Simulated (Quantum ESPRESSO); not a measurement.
# ZrS2 (P-3m1) in Quantum ESPRESSO: single point with BLYP

Aim: the single point of ZrS2 with BLYP.

Everything below comes from runs of Quantum ESPRESSO 7.5. Logs are shortened: lines on timing, memory, paths and dates and some standing lists are left out, and cuts for length are marked.

**1. The crystal as given**

Symmetry: P-3m1, No. 164, trigonal system. The conventional cell has a = 3.691 Å, b = 3.691 Å, c = 6.041 Å, α = 90.00°, β = 90.00°, γ = 120.00°. Zr (site symmetry -3m) has 6 S at 2.57 Å as nearest neighbours. S (site symmetry 3m) has 3 Zr at 2.57 Å as nearest neighbours.

The cell is a database's computed one.

**2. Single point, BLYP, spin-orbit coupling, no magnetisation**

Input file pw.in:

```
&CONTROL
  calculation = 'scf'
  prefix = 'pwscf'
  outdir = './tmp'
  pseudo_dir = './pseudo'
  tprnfor = .true.
  tstress = .true.
  disk_io = 'nowf'
/
&SYSTEM
  space_group = 164
  A = 3.69138255
  C = 6.04107701
  nat = 2
  ntyp = 2
  ecutwfc = 90
  nbnd = 38
  input_dft = 'blyp'
  occupations = 'smearing'
  smearing = 'mv'
  degauss = 0.01469973
  noncolin = .true.
  lspinorb = .true.
/
&ELECTRONS
  conv_thr = 6d-10
  electron_maxstep = 120
  mixing_beta = 0.5
/
ATOMIC_SPECIES
Zr    91.2240 Zr.upf
S     32.0600 S.upf
ATOMIC_POSITIONS crystal_sg
Zr     0.0000000000    0.0000000000    0.0000000000
S      0.3333333333    0.6666666667    0.2379099700
K_POINTS automatic
8 8 5 0 0 0
```

Potentials or basis: PseudoDojo 0.4 FR PBE stringent.

The run is started by

```bash
> OMP_NUM_THREADS=1 pw.x -in pw.in > pw.out
```

pw.out:

```text
This program is part of the open-source Quantum ESPRESSO suite
     for quantum simulation of materials; please cite
         "P. Giannozzi et al., J. Phys.:Condens. Matter 21 395502 (2009);
         "P. Giannozzi et al., J. Phys.:Condens. Matter 29 465901 (2017);
         "P. Giannozzi et al., J. Chem. Phys. 152 154105 (2020);
     in publications or presentations arising from this work. More details at

     IMPORTANT: XC functional enforced from input :
     Exchange-correlation= BLYP
                           (   1   3   1   3   0   0   0)
     Any further DFT definition will be discarded
     Please, verify this is what you really want

     G-vector sticks info
     --------------------
     sticks:   dense  smooth     PW     G-vecs:    dense   smooth      PW
     Sum        1201    1201    349                55521    55521    8437

     Using Slab Decomposition

     bravais-lattice index     =            4
     lattice parameter (alat)  =       6.9757  a.u.
     unit-cell volume          =     481.0827 (a.u.)^3
     number of atoms/cell      =            3
     number of atomic types    =            2
     number of electrons       =        24.00
     number of Kohn-Sham states=           38
     kinetic-energy cutoff     =      90.0000  Ry
     charge density cutoff     =     360.0000  Ry
     scf convergence threshold =      6.0E-10
     mixing beta               =       0.5000
     number of iterations used =            8  plain     mixing
     Exchange-correlation= BLYP
                           (   1   3   1   3   0   0   0)
     Non magnetic calculation with spin-orbit

     celldm(1)=   6.975702  celldm(2)=   0.000000  celldm(3)=   1.636535
     celldm(4)=   0.000000  celldm(5)=   0.000000  celldm(6)=   0.000000

     crystal axes: (cart. coord. in units of alat)
               a(1) = (   1.000000   0.000000   0.000000 )
               a(2) = (  -0.500000   0.866025   0.000000 )
               a(3) = (   0.000000   0.000000   1.636535 )

     reciprocal axes: (cart. coord. in units 2 pi/alat)
               b(1) = (  1.000000  0.577350 -0.000000 )
               b(2) = (  0.000000  1.154701  0.000000 )
               b(3) = (  0.000000 -0.000000  0.611047 )

     PseudoPot. # 1 for Zr read from file:
     Zr.upf
     Pseudo is Norm-conserving + core correction, Zval = 12.0
     Generated using ONCVPSP code by D. R. Hamann
     Using radial grid of 1622 points, 10 beta functions with:
                l(1) =   0
                l(2) =   0
                l(3) =   1
                l(4) =   1
                l(5) =   1
                l(6) =   1
                l(7) =   2
                l(8) =   2
                l(9) =   2
               l(10) =   2

     PseudoPot. # 2 for S  read from file:
     S.upf
     Pseudo is Norm-conserving + core correction, Zval =  6.0
     Generated using ONCVPSP code by D. R. Hamann
     Using radial grid of 1146 points, 10 beta functions with:
                l(1) =   0
                l(2) =   0
                l(3) =   1
                l(4) =   1
                l(5) =   1
                l(6) =   1
                l(7) =   2
                l(8) =   2
                l(9) =   2
               l(10) =   2

     atomic species   valence    mass     pseudopotential
     Zr               12.00    91.22400     Zr( 1.00)
     S                 6.00    32.06000     S ( 1.00)

     12 Sym. Ops., with inversion, found

   Cartesian axes

     site n.     atom                  positions (alat units)
         1        Zr     tau(   1) = (   0.0000000   0.0000000   0.0000000  )
         2        S      tau(   2) = (   0.5000000   0.2886751   1.2471871  )
         3        S      tau(   3) = (  -0.0000000   0.5773503   0.3893480  )

     number of k points=    40  Marzari-Vanderbilt smearing, width (Ry)=  0.0147
                       cart. coord. in units 2pi/alat
        k(    1) = (   0.0000000   0.0000000   0.0000000), wk =   0.0031250
        k(    2) = (   0.0000000   0.0000000   0.1222094), wk =   0.0062500
        k(    3) = (   0.0000000   0.0000000   0.2444188), wk =   0.0062500
        k(    4) = (   0.0000000   0.1443376   0.0000000), wk =   0.0187500
        k(    5) = (   0.0000000   0.1443376   0.1222094), wk =   0.0187500
        k(    6) = (   0.0000000   0.1443376   0.2444188), wk =   0.0187500
[... 32 lines left out ...]
        k(   39) = (  -0.1250000   0.5051815  -0.1222094), wk =   0.0375000
        k(   40) = (  -0.1250000   0.5051815  -0.2444188), wk =   0.0375000

     Dense  grid:    55521 G-vectors     FFT dimensions: (  45,  45,  72)

     Initial potential from superposition of free atoms

     starting charge      23.9976, renormalised to      24.0000
     Starting wfcs are   36 randomized atomic wfcs +    2 random wfcs

     Self-consistent Calculation

     iteration #  1     ecut=    90.00 Ry     beta= 0.50
     Davidson diagonalization with overlap
     ethr =  1.00E-02,  avg # of iterations =  5.1

     total energy              =    -145.28909546 Ry
     estimated scf accuracy    <       0.24014155 Ry

     iteration #  2     ecut=    90.00 Ry     beta= 0.50
     Davidson diagonalization with overlap
     ethr =  1.00E-03,  avg # of iterations =  2.1
[... 66 lines left out ...]
     total energy              =    -145.35914282 Ry
     estimated scf accuracy    <          2.3E-09 Ry

     iteration # 10     ecut=    90.00 Ry     beta= 0.50
     Davidson diagonalization with overlap
     ethr =  9.58E-12,  avg # of iterations =  2.0

     End of self-consistent calculation

          k = 0.0000 0.0000 0.0000 (  6935 PWs)   bands (ev):

   -42.1467 -42.1467 -21.3296 -21.3296 -19.6073 -19.6073 -19.5144 -19.5144
    -5.6575  -5.6575  -4.2902  -4.2902   2.7574   2.7574   4.1223   4.1223
     4.1375   4.1375   6.7347   6.7347   6.8463   6.8463   6.8717   6.8717
     8.4613   8.4613   8.4667   8.4667   9.2998   9.2998  11.8566  11.8566
    11.8587  11.8587  12.8159  12.8160  13.0226  13.0226

          k = 0.0000 0.0000 0.1222 (  6959 PWs)   bands (ev):
[... 81 lines left out ...]
   -42.1320 -42.1320 -21.3886 -21.3886 -19.6863 -19.6863 -19.5824 -19.5824
    -4.8232  -4.8232  -4.3634  -4.3634   2.9287   2.9287   3.6620   3.6620
     4.3718   4.3718   4.8783   4.8783   5.8977   5.8977   6.2310   6.2310
     8.0492   8.0492   9.9510   9.9510  10.2962  10.2962  11.9859  11.9859
    12.1151  12.1151  13.6132  13.6132  14.2523  14.2523

          k = 0.0000-0.5774 0.0000 (  6952 PWs)   bands (ev):

   -42.1295 -42.1295 -21.3996 -21.3996 -19.7085 -19.7085 -19.5833 -19.5833
    -4.7362  -4.7362  -4.3024  -4.3024   2.7084   2.7084   4.4057   4.4057
     4.4436   4.4436   4.5722   4.5722   5.2624   5.2624   5.7518   5.7518
     8.1068   8.1068  10.0626  10.0626  10.3510  10.3510  12.5132  12.5132
    12.7801  12.7801  13.7845  13.7845  14.8346  14.8346

          k = 0.0000-0.5774 0.1222 (  6918 PWs)   bands (ev):

   -42.1295 -42.1295 -21.3996 -21.3996 -19.7085 -19.7085 -19.5834 -19.5834
    -4.7602  -4.7602  -4.2720  -4.2720   2.6774   2.6774   4.1242   4.1242
     4.4030   4.4030   4.6858   4.6858   5.5761   5.5761   5.8264   5.8264
     8.0651   8.0651  10.0602  10.0602  10.3500  10.3500  12.3718  12.3718
    12.8677  12.8677  13.4594  13.4594  14.6058  14.6058

          k = 0.0000-0.5774 0.2444 (  6916 PWs)   bands (ev):

   -42.1295 -42.1295 -21.3996 -21.3996 -19.7085 -19.7085 -19.5834 -19.5834
    -4.7939  -4.7939  -4.2279  -4.2279   2.6194   2.6194   3.9324   3.9324
     4.3431   4.3431   4.7030   4.7030   5.9046   5.9046   6.0668   6.0668
     7.9636   7.9636  10.0558  10.0558  10.3474  10.3474  12.1644  12.1644
    12.9564  12.9564  13.2064  13.2064  14.1886  14.1887

          k = 0.1250 0.2165 0.0000 (  6941 PWs)   bands (ev):

   -42.1399 -42.1399 -21.3559 -21.3559 -19.6249 -19.6249 -19.5678 -19.5678
    -5.2365  -5.2365  -4.3962  -4.3962   3.3437   3.3437   3.8827   3.8827
     4.2862   4.2862   5.0605   5.0605   5.7627   5.7627   6.7337   6.7337
     8.8127   8.8127   9.0891   9.0891   9.8614   9.8614  11.4972  11.4972
    11.7817  11.7817  14.5592  14.5592  15.0964  15.0965
[... 155 lines left out ...]
   -42.1320 -42.1320 -21.3886 -21.3886 -19.6863 -19.6863 -19.5824 -19.5824
    -4.7653  -4.7653  -4.4341  -4.4341   2.9984   2.9984   3.7816   3.7816
     4.4011   4.4011   4.8991   4.8991   5.7973   5.7973   5.8867   5.8867
     8.1127   8.1127   9.9637   9.9637  10.2087  10.2087  12.0933  12.0933
    12.5235  12.5235  13.5236  13.5236  14.7351  14.7351

          k =-0.1250 0.3608-0.1222 (  6944 PWs)   bands (ev):

   -42.1338 -42.1338 -21.3805 -21.3805 -19.6635 -19.6635 -19.5894 -19.5894
    -4.7803  -4.7803  -4.5352  -4.5352   3.5437   3.5437   3.8200   3.8200
     4.2520   4.2520   4.7580   4.7580   5.2686   5.2686   6.0207   6.0207
     8.7450   8.7450   9.4473   9.4473  10.2461  10.2461  11.6287  11.6287
    12.4242  12.4242  14.7048  14.7048  15.9690  15.9690

          k =-0.1250 0.3608-0.2444 (  6934 PWs)   bands (ev):

   -42.1338 -42.1338 -21.3805 -21.3805 -19.6635 -19.6635 -19.5895 -19.5895
    -4.7216  -4.7216  -4.5941  -4.5941   3.3616   3.3616   3.6707   3.6707
     4.4705   4.4705   4.9345   4.9345   5.3287   5.3287   6.0645   6.0645
     8.6874   8.6874   9.4387   9.4387  10.2654  10.2654  11.6643  11.6643
    12.0304  12.0304  14.7207  14.7207  15.4838  15.4838

          k =-0.1250 0.5052-0.1222 (  6923 PWs)   bands (ev):

   -42.1295 -42.1295 -21.3986 -21.3986 -19.6988 -19.6988 -19.5949 -19.5949
    -4.6689  -4.6689  -4.3753  -4.3753   2.9519   2.9519   3.9325   3.9325
     4.5728   4.5728   4.7612   4.7612   5.2034   5.2034   5.5430   5.5430
     8.5578   8.5578   9.8956   9.8956  10.2369  10.2369  11.9517  11.9517
    12.9148  12.9148  14.0385  14.0385  15.2633  15.2633

          k =-0.1250 0.5052-0.2444 (  6924 PWs)   bands (ev):

   -42.1295 -42.1295 -21.3986 -21.3986 -19.6988 -19.6988 -19.5950 -19.5950
    -4.7084  -4.7084  -4.3282  -4.3282   2.8903   2.8903   3.7687   3.7687
     4.4832   4.4832   4.8447   4.8447   5.3453   5.3453   5.8504   5.8504
     8.4366   8.4366   9.9002   9.9002  10.2248  10.2248  11.8796  11.8796
    13.0398  13.0398  13.6759  13.6759  14.7469  14.7469

     the Fermi energy is     7.5599 ev

     WARNING: integrated charge=    24.00002656, expected=    24.00000000

!    total energy              =    -145.35914283 Ry
     estimated scf accuracy    <          1.8E-10 Ry
     smearing contrib. (-TS)   =       0.00000030 Ry
     internal energy E=F+TS    =    -145.35914312 Ry

     The total energy is F=E-TS. E is the sum of the following terms:
     one-electron contribution =     -55.20682940 Ry
     hartree contribution      =      35.46470443 Ry
     xc contribution           =     -32.39991643 Ry
     ewald contribution        =     -93.21710172 Ry

     convergence has been achieved in  10 iterations

     Forces acting on atoms (cartesian axes, Ry/au):

     atom    1 type  1   force =    -0.00000000    0.00000000    0.00000000
     atom    2 type  2   force =     0.00000000    0.00000000   -0.01290852
     atom    3 type  2   force =    -0.00000000   -0.00000000    0.01290852

     Total force =     0.018255     Total SCF correction =     0.000023

     Computing stress (Cartesian axis) and pressure

          total   stress  (Ry/bohr**3)                   (kbar)     P=       45.73
   0.00032487  -0.00000000   0.00000000           47.79       -0.00        0.00
  -0.00000000   0.00032487   0.00000000           -0.00       47.79        0.00
   0.00000000   0.00000000   0.00028290            0.00        0.00       41.62

=------------------------------------------------------------------------------=
   JOB DONE.
=------------------------------------------------------------------------------=
```

It took 5 min on 1 thread of Intel Xeon at 2.80GHz (Skylake/Cascade Lake), shared host; peak memory 0.53 GiB.

Results:

| Property | Result |
| --- | --- |
| Free energy | -1977.7119 eV |
| Pressure | 4.6 GPa |
| Largest force | 0.332 eV/Å |
| Band gap on the k mesh | 1.07 eV, indirect (least direct gap 1.59 eV) |

Forces on the atoms (eV/Å):
```
Zr   0.000  0.000  0.000
S    0.000  0.000 -0.332
S    0.000  0.000  0.332
```

Caveat: the potentials were made for another functional, which shifts forces and pressure; this smearing can shift energies of a crystal with a gap; an odd mesh through Γ misses points on the zone boundary, where band edges often lie; this functional lacks dispersion, which binds the layers, so the pressure and a relaxed spacing across them are unreliable.

**3. Against experiment**

Step 2. The gap isn't set beside the measured one, since this odd mesh misses points on the zone boundary.
